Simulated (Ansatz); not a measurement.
ZnS (zincblende), relaxed with r2SCAN in Ansatz 0.2.0. The symmetry is F-43m (No. 216, cubic); a = 5.388 Å in the conventional setting, 19.55 Å³ an atom. Zn is surrounded by 4 S at 2.33 Å; S is surrounded by 4 Zn at 2.33 Å.

The axes x, y and z are those of this cell:
```yaml
crystal:
  lattice:
    - [0.00000, 2.69409, 2.69409]
    - [2.69409, 0.00000, 2.69409]
    - [2.69409, 2.69409, 0.00000]
  atoms:
    - { symbol: Zn, position: [0.00000, 0.00000, 0.00000] }
    - { symbol: S, position: [0.25000, 0.25000, 0.25000] }
```

Unstrained: PBE gives a direct gap of 2.147 eV at Γ. The r2SCAN gap is direct at Γ: 2.705 eV. With HSE06 the gap is 3.378 eV and direct, at Γ. Meshes: PBE 8×8×8, r2SCAN 8×8×8, HSE06 6×6×6. Strains are changes of length per length. After each strain the atoms were relaxed again with r2SCAN within the symmetry that the strain leaves, so tilts or polar shifts that break it weren't tested; points keep the names that they have in the unstrained zone. Calculated for a static, non-magnetic cell.

Q: Estimate what uniaxial +3.29 % along z, other directions held does to the gap.

A: PBE: the gap goes from 2.147 to 1.964 eV (-0.183 eV); with r2SCAN the top three valence levels at Γ, degenerate before, become 2+1 from the top over 123 meV. r2SCAN: the gap goes from 2.705 to 2.513 eV (-0.192 eV). HSE06: the gap goes from 3.378 to 3.179 eV (-0.199 eV). The r2SCAN energy rises by 6.8 meV an atom.

Q: Apply epitaxial -3.97 % in the plane normal to [111], free normal strain +2.63 %. How far does the gap move, against the unstrained cell?

A: PBE: the gap goes from 2.147 to 2.123 eV (-0.024 eV); with r2SCAN the top three valence levels at Γ, degenerate before, become 2+1 from the top over 461 meV. r2SCAN: the gap goes from 2.705 to 2.675 eV (-0.030 eV). HSE06: the gap goes from 3.378 to 3.350 eV (-0.028 eV). The r2SCAN energy rises by 33.5 meV an atom.

Q: Apply uniaxial +2.06 % along x, other directions held. How far does the gap move, against the unstrained cell?

A: PBE: the gap goes from 2.147 to 2.033 eV (-0.114 eV); with r2SCAN the top three valence levels at Γ, degenerate before, become 2+1 from the top over 77 meV. r2SCAN: the gap goes from 2.705 to 2.585 eV (-0.120 eV). HSE06: the gap goes from 3.378 to 3.254 eV (-0.124 eV). The r2SCAN energy rises by 2.6 meV an atom.

The meshes of the hybrids are coarse, so their gaps aren't converged to the digits shown.

The splittings at Γ are without spin-orbit coupling, which regroups them where it is of like size or larger.
